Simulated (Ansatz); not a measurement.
Runs of Ansatz 0.2.0 on HgTe (Coloradoite). Symmetry: F-43m, No. 216, cubic system. Conventional cell: a = 6.429 Å, b = 6.429 Å, c = 6.429 Å, α = 90.00°, β = 90.00°, γ = 90.00°. Hg (site symmetry -43m) has 4 Te at 2.78 Å as nearest neighbours. Around Te (site symmetry -43m) lie 4 Hg at 2.78 Å. 

```tsv
task	level	potentials or basis	cell	k mesh	cutoff (eV)	smearing	phonons	basis error allowed	mesh quality	gap on the mesh (eV)	pressure (GPa)
single point	PBE	all-electron LAPW, scalar-relativistic	as given	7 × 7 × 7	262	gaussian 0.014 eV	-	0.001 eV/atom	not flagged	none	4.6
single point	PBE	all-electron LAPW, scalar-relativistic	as given	4 × 4 × 4	242	fermi-dirac 0.03 eV	-	0.002 eV/atom	coarse	none	(a)
phonons	PBEsol	all-electron PAW datasets made for the crystal	as given	7 × 7 × 7	270	fermi-dirac 0.05 eV	method dfpt	-	not flagged	none	-
phonons	PBEsol	all-electron LAPW, scalar-relativistic	as given	5 × 5 × 5	282	fermi-dirac 0.05 eV	-	0.001 eV/atom	coarse	none	-
relaxation of cell and atoms	PBEsol+D3(BJ)	all-electron LAPW, scalar-relativistic	relaxed	7 × 7 × 7	-	fermi-dirac 0.05 eV	-	0.001 eV/atom	not flagged	-	0.0
single point	PBE	all-electron LAPW, scalar-relativistic	as given	7 × 7 × 7	262	gaussian 0.025 eV	-	0.001 eV/atom	not flagged	none	4.6
single point	PBE	all-electron LAPW, scalar-relativistic	as given	7 × 7 × 7	262	gaussian 0.019 eV	-	0.001 eV/atom	not flagged	none	4.6
band structure	RPBE	all-electron LAPW, scalar-relativistic	as given	7 × 7 × 7	262	fermi-dirac 0.05 eV	-	0.001 eV/atom	not flagged	-	6.3
```

Alike in all rows: no spin polarisation.

Problem. Fill in the values left out.

Solution. (a) 5.0.

Caveats: some runs use coarse meshes; the k mesh is thin for a metal, which can move the energy by tens of meV per atom (some runs); a metal's response needs a denser mesh (some runs); the program warned that the printed levels may be off, so bands, gaps and densities of states are rough (some runs).

A k mesh can miss the band edges, and the runs leave out spin-orbit coupling on Hg, Te.

A gap of «none» marks a metal or a gap under the smearing width.

Not every run made on this cell is shown here.
